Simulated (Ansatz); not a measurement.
Relaxed BaSnO3 (cubic perovskite):

```
BaSnO3
1.0
    4.13052     0.00000     0.00000
    0.00000     4.13052     0.00000
    0.00000     0.00000     4.13052
Ba Sn O
1 1 3
Direct
  0.00000   0.00000   0.00000
  0.50000   0.50000   0.50000
  0.00000   0.50000   0.50000
  0.50000   0.50000   0.00000
  0.50000   0.00000   0.50000
```

Scan: atom 5 (O, nearest neighbour Sn at 2.065 Å; its periodic images, 4.1 Å or more away, move with it) is displaced along Cartesian [110], direction (0.707, 0.707, 0.000) in Cartesian axes, by s. The other atoms stay.

These are r2SCAN (plane waves to 500 eV, PAW, scalar-relativistic; Ansatz, a first-principles code) values and carry that method's errors. k mesh 7×7×7 (Γ-centred), Fermi-Dirac smearing 0.05 eV. The energy includes the smearing's −TS. BaSnO3 was relaxed with its symmetry unable to fall. The PAW data are Ansatz's earlier set. ΔE is measured from the undisplaced structure.

```
s (Å)   ΔE (meV/cell)
------  -------------
-0.210          265.1
-0.168          168.2
-0.126           93.9
-0.084       withheld
-0.042           10.3
0.000             0.0
0.042            10.3
0.084        withheld
0.126            93.9
0.168           168.2
0.210           265.1
```

Q: Fit an even polynomial form (powers 2, 4) to the given rows and predict ΔE at s = 0.084.

A: Least squares on the 9 given rows: ΔE = (5863)·s² + (3371)·s⁴, in meV/cell with s in Å; root-mean-square residual 0.03 meV/cell. At 0.084 the fit gives 41.5 meV/cell; the calculation gives 41.5 meV/cell, the same to the digits shown. The quadratic term alone would give 41.4 meV/cell.

(A displaced cell: forces are minus the slopes of the energy, force constants its curvatures, and phonons follow from these.)
